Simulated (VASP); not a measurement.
# Se (P3_221) in VASP: further runs

The runs below take Se through single point, with PBE.

Everything below comes from runs of VASP 6.6.1. Logs are shortened: lines on timing, memory, paths and dates and some standing lists are left out, and cuts for length are marked.

### Step 1. The structure

It takes space group P3_221 (No. 154, trigonal). Conventional cell: a = 4.355 Å, b = 4.355 Å, c = 4.949 Å, α = 90.00°, β = 90.00°, γ = 120.00°. Around Se (site symmetry 2) lie 2 Se at 2.32 Å.

### Step 2. Single point, PBE

File INCAR:

```
SYSTEM = Se
PREC     = Normal         ! precision mode
ENCUT    = 400            ! plane-wave cutoff, eV
EDIFF    = 1E-4           ! SCF threshold, eV
ISMEAR   = 0              ! smearing method
SIGMA    = 0.05           ! smearing width, eV
LREAL    = Auto         
LASPH    = .TRUE.         ! aspherical terms in the spheres
NELM     = 100            ! most SCF steps
ALGO     = Normal         ! electronic algorithm
ISIF     = 2              ! what is computed and relaxed
LWAVE    = .FALSE.        ! write WAVECAR
LCHARG   = .FALSE.        ! write CHGCAR
GGA      = PE             ! functional
NBANDS   = 16             ! bands
ADDGRID  = .FALSE.
```

File KPOINTS:

```
Automatic mesh
0
G
  6 6 5
  0 0 0
```

File POSCAR:

```
Se
1.0
    4.3551700000      0.0000000000      0.0000000000
   -2.1775850000      3.7716878578      0.0000000000
    0.0000000000      0.0000000000      4.9494500000
Se
3
Direct
    0.7830000000      0.7830000000      0.5000000000
    0.0000000000      0.2170000000      0.8333333333
    0.2170000000      0.0000000000      0.1666666667
```

Potentials or basis: VASP PAW PBE potentials, release 64 (Se).

Started as:

```console
$ cat potpaw_PBE.64/Se/POTCAR > POTCAR
$ mpirun -np 1 vasp_std > vasp.out
```

OUTCAR:

```text
SYSTEM = Se
   PREC = Normal
   ENCUT = 400
   EDIFF = 1E-4
   ISMEAR = 0
   LREAL = Auto
   LASPH = .TRUE.
   NELM = 100
   ISIF = 2
   GGA = PE

 Found     27 irreducible k-points:

 Following reciprocal coordinates:
            Coordinates               Weight
  0.000000  0.000000  0.000000      1.000000
  0.166667  0.000000  0.000000      6.000000
  0.333333  0.000000  0.000000      6.000000
  0.500000  0.000000  0.000000      3.000000
  0.166667  0.166667  0.000000      6.000000
  0.333333  0.166667  0.000000     12.000000
   k-points           NKPTS =     27   k-points in BZ     NKDIM =     27   number of bands    NBANDS=     16
   number of dos      NEDOS =    301   number of ions     NIONS =      3
   total plane-waves  NPLWV =  13824
   dimension x,y,z NGX =    24 NGY =   24 NGZ =   24
   dimension x,y,z NGXF=    48 NGYF=   48 NGZF=   48
   ions per type =               3
   NGX,Y,Z   is equivalent  to a cutoff of   9.16,  9.16,  8.06 a.u.
   NGXF,Y,Z  is equivalent  to a cutoff of  18.32, 18.32, 16.12 a.u.
 SYSTEM =  Se
   PREC   = normal    normal or accurate (medium, high low for compatibility)
   ISTART =      0    job   : 0-new  1-cont  2-samecut
   ICHARG =      2    charge: 1-file 2-atom 10-const
   ISPIN  =      1    spin polarized calculation?
   LNONCOLLINEAR =      F non collinear calculations
   LSORBIT =      F    spin-orbit coupling
   LASPH  =      T    aspherical Exc in radial PAW
   ENCUT  =  400.0 eV  29.40 Ry    5.42 a.u.   7.10  7.10  8.07*2*pi/ulx,y,z
   NELM   =    100;   NELMIN=  2; NELMDL= -5     # of ELM steps
   EDIFF  = 0.1E-03   stopping-criterion for ELM
   LREAL  =      T    real-space projection
   EDIFFG = 0.1E-02   stopping-criterion for IOM
   NSW    =      0    number of steps for IOM
   IBRION =     -1    ionic relax: 0-MD 1-quasi-New 2-CG
[... 14 lines left out ...]
     AMIX     =   0.40;   BMIX     =  1.00
     AMIX_MAG =   1.60;   BMIX_MAG =  1.00
  volume/ion in A,a.u.               =      27.10       182.88
  Fermi-wavevector in a.u.,A,eV,Ry     =   0.990375  1.871538 13.345178  0.980843
  Thomas-Fermi vector in A             =   2.122041
   LORBIT       =      0    0 simple, 1 ext, 2 COOP (PROOUT), +10 PAW based schemes
   GGA     = PE    functional components
[... 5 lines left out ...]
 non-spin polarized calculation
 Gauss-broadening in eV      SIGMA  =   0.05
  energy-cutoff  :      400.00
  volume of cell :       81.30
 maximum number of plane-waves:      1492
   NGX = 15   NGY = 15   NGZ = 17

 number of electron      17.9999996 magnetization

 Free energy of the ion-electron system (eV)
  ---------------------------------------------------
  ext. energy  EPLUGINS =         0.00000000
  ---------------------------------------------------
  free energy    TOTEN  =       -10.36980911 eV

  energy without entropy =      -10.36980911  energy(sigma->0) =      -10.36980911

 E-fermi :   2.9010     XC(G=0):  -8.8335

 val. band max:        2.6509728360   @ k =   0.3333   0.1667   0.4000
 cond. band min:       4.0920073003   @ k =   0.3333   0.3333   0.4000
 fundamental gap:      1.4410344643
 Fermi energy:         2.9009817011

 k-point     1 :       0.0000    0.0000    0.0000
  band No.  band energies     occupation
      1     -13.3929      2.00000
      2      -9.0807      2.00000
      3      -9.0807      2.00000
      4      -1.2341      2.00000
      5      -1.2341      2.00000
      6      -1.0300      2.00000
[... 8 lines left out ...]
     15       9.1474      0.00000
     16      11.1150      0.00000

 k-point     2 :       0.1667    0.0000    0.0000
  band No.  band energies     occupation
      1     -13.2969      2.00000
      2      -9.1662      2.00000
      3      -9.0658      2.00000
      4      -1.9243      2.00000
      5      -1.5331      2.00000
      6      -0.8330      2.00000
[... 8 lines left out ...]
     15      10.0399      0.00000
     16      11.0871      0.00000

 k-point     3 :       0.3333    0.0000    0.0000
  band No.  band energies     occupation
      1     -13.0829      2.00000
      2      -9.3802      2.00000
      3      -9.0354      2.00000
      4      -2.4851      2.00000
      5      -1.9236      2.00000
      6      -0.8383      2.00000
[... 8 lines left out ...]
     15      11.2719      0.00000
     16      12.1136      0.00000

 k-point     4 :       0.5000    0.0000    0.0000
  band No.  band energies     occupation
      1     -12.9616      2.00000
      2      -9.5120      2.00000
      3      -9.0197      2.00000
      4      -2.6280      2.00000
      5      -2.0834      2.00000
      6      -0.6973      2.00000
[... 8 lines left out ...]
     15      12.4049      0.00000
     16      12.4683      0.00000

 k-point     5 :       0.1667    0.1667    0.0000
  band No.  band energies     occupation
      1     -13.1400      2.00000
      2      -9.2886      2.00000
      3      -9.0766      2.00000
      4      -2.3094      2.00000
      5      -1.9908      2.00000
      6      -0.6873      2.00000
[... 8 lines left out ...]
     15      10.7894      0.00000
     16      11.4840      0.00000

 k-point     6 :       0.3333    0.1667    0.0000
  band No.  band energies     occupation
      1     -12.9640      2.00000
      2      -9.4270      2.00000
      3      -9.1099      2.00000
      4      -2.5382      2.00000
      5      -2.2247      2.00000
      6      -0.5558      2.00000
[... 8 lines left out ...]
     15      11.7838      0.00000
     16      12.2543      0.00000

 [... further k-points ...]

------------------------ aborting loop because EDIFF is reached ----------------------------------------

  FORCE on cell =-STRESS in cart. coord.  units (eV):
  Direction    XX          YY          ZZ          XY          YZ          ZX
  --------------------------------------------------------------------------------------
  -------------------------------------------------------------------------------------
  Total        2.4374261      2.4374261      3.8073400      0.0000000      0.0000000      0.0000000
  in kB       48.0335020     48.0335020     75.0299133      0.0000000      0.0000000      0.0000000
  external PRESSURE =      57.0323058 kB  Pullay stress =       0.0000000 kB

 VOLUME and BASIS-vectors are now :
 -----------------------------------------------------------------------------
  energy-cutoff  :      400.00
  volume of cell :       81.30
      direct lattice vectors                 reciprocal lattice vectors
     4.355170000  0.000000000  0.000000000     0.229612162  0.132566644  0.000000000
    -2.177585000  3.771687858  0.000000000     0.000000000  0.265133287  0.000000000
     0.000000000  0.000000000  4.949450000     0.000000000  0.000000000  0.202042651

 POSITION                                       TOTAL-FORCE (eV/Angst)
 -----------------------------------------------------------------------------------
      1.70505      2.95323      2.47472        -0.601136     -1.041198      0.000000
     -0.47254      0.81846      4.12454        -0.601136      1.041198     -0.000000
      0.94507      0.00000      0.82491         1.202272      0.000000     -0.000000
 -----------------------------------------------------------------------------------
    total drift:                               -0.000000      0.000000     -0.000000

  FREE ENERGIE OF THE ION-ELECTRON SYSTEM (eV)
  ---------------------------------------------------
  free  energy   TOTEN  =       -10.3698091066 eV

  energy  without entropy=      -10.3698091066  energy(sigma->0) =      -10.36980911
```

It took 5.2 s on 1 thread of Intel Xeon 6975P-C (Granite Rapids), shared host; peak memory 0.13 GiB.

The run converged, but some of its settings lie outside the range that counts as converged, so its numbers aren't taken as properties of the crystal.

Results:

```
Free energy            : -10.3698 eV
Pressure               : 5.7 GPa
Largest force          : 1.202 eV/Å
Band gap on the k mesh : 1.44 eV, indirect (least direct gap 1.46 eV)
```

Caveat: an odd mesh through Γ misses points on the zone boundary, where band edges often lie; forces of over 1 eV/Å show positions far from the minimum, so gaps and moduli don't describe the material at rest.

### Step 3. Single point, PBE

File INCAR:

```
SYSTEM = Se
PREC     = Accurate       ! precision mode
ENCUT    = 300            ! plane-wave cutoff, eV
EDIFF    = 1E-6           ! SCF threshold, eV
ISMEAR   = 0              ! smearing method
SIGMA    = 0.05           ! smearing width, eV
LREAL    = .FALSE.        ! projectors in reciprocal space
LASPH    = .TRUE.         ! aspherical terms in the spheres
NELM     = 100            ! most SCF steps
ALGO     = Normal         ! electronic algorithm
ISIF     = 2              ! what is computed and relaxed
LWAVE    = .FALSE.        ! write WAVECAR
LCHARG   = .FALSE.        ! write CHGCAR
GGA      = PE             ! functional
NBANDS   = 16             ! bands
ADDGRID  = .FALSE.
```

File KPOINTS:

```
Automatic mesh
0
G
  7 7 6
  0 0 0
```

POSCAR is that of step 2.

Potentials or basis: VASP PAW PBE potentials, release 64 (Se).

Started as:

```console
$ cat potpaw_PBE.64/Se/POTCAR > POTCAR
$ mpirun -np 1 vasp_std > vasp.out
```

It took 10 s on 1 thread of Intel Xeon 6975P-C (Granite Rapids), shared host; peak memory 0.15 GiB.

The run converged, but some of its settings lie outside the range that counts as converged, so its numbers aren't taken as properties of the crystal.

Results:

- Free energy: -10.3690 eV
- Pressure: 5.7 GPa
- Largest force: 1.191 eV/Å
- Band gap on the k mesh: 1.16 eV, indirect (least direct gap 1.38 eV)

Caveat: an odd mesh through Γ misses points on the zone boundary, where band edges often lie; forces of over 1 eV/Å show positions far from the minimum, so gaps and moduli don't describe the material at rest.

### Step 4. Single point, PBE

INCAR: that of step 3 with these lines changed.

```diff
@@ -2,3 +2,3 @@
 PREC     = Accurate       ! precision mode
-ENCUT    = 300            ! plane-wave cutoff, eV
+ENCUT    = 350            ! plane-wave cutoff, eV
 EDIFF    = 1E-6           ! SCF threshold, eV
```

KPOINTS is that of step 3.

POSCAR is that of step 3.

Started as:

```console
$ cat potpaw_PBE.64/Se/POTCAR > POTCAR
$ mpirun -np 1 vasp_std > vasp.out
```

Run time: 11 s. Hardware: 1 thread of Intel Xeon 6975P-C (Granite Rapids), shared host; peak memory 0.16 GiB.

These settings aren't checked as converged: the numbers below hold their error.

What came out:

* Free energy: -10.3698 eV
* Pressure: 5.7 GPa
* Largest force: 1.190 eV/Å
* Band gap on the k mesh: 1.16 eV, indirect (least direct gap 1.38 eV)

Caveat: an odd mesh through Γ misses points on the zone boundary, where band edges often lie; forces of over 1 eV/Å show positions far from the minimum, so gaps and moduli don't describe the material at rest.
